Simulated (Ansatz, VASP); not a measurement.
Two plane-wave programs on NiO2

```xyz
3
Lattice="2.7845 0.0000 0.0000 -1.3923 2.4115 0.0000 0.0000 0.0000 4.8789" Properties=species:S:1:pos:R:3 pbc="T T T"
Ni    0.0000    0.0000    2.4395
O     1.3923    0.8038    3.3723
O     0.0000    1.6076    1.5066
```

The cell comes from a database or a generator and needn't be the stable form of this composition.

Alike in both runs: task single point; functional PBEsol; k mesh 12 × 12 × 6; occupations gaussian, width 0.05 eV; no spin polarisation.

```csv
,VASP,Ansatz
version,VASP 6.6.1,Ansatz 0.2.0
potentials or method,"VASP PAW PBE potentials, release 64 (Ni, O)","scalar-relativistic, plane waves, PAW"
plane-wave cutoff (eV),520,420
valence electrons in the cell,22,30
```

Ansatz gave:

| Quantity | Value |
| --- | --- |
| gap on the k mesh at the Fermi level (eV) | 1.04 |
| least direct gap on the mesh (eV) | 1.28 |
| pressure (GPa) | 0.0 |
| largest component of the traceless stress (GPa) | 0.03 |
| rms of the force components (eV/Å) | 0.000 |

Problem. What did VASP give for the same quantities?

Solution. gap on the k mesh at the Fermi level (eV): 1.02; least direct gap on the mesh (eV): 1.25; pressure (GPa): 0.7; largest component of the traceless stress (GPa): 0.27; rms of the force components (eV/Å): 0.031.

Atom by atom the forces differ by 0.031 eV/Å (rms over components). The two sets of potentials don't hold the same shells in valence.

Caveats: the PAW data sets were made with another functional, which shifts forces and pressure a little (VASP). Spin polarisation is off, so any magnetic state and its effect on volume and gap are missing. A k mesh can miss the band edges.
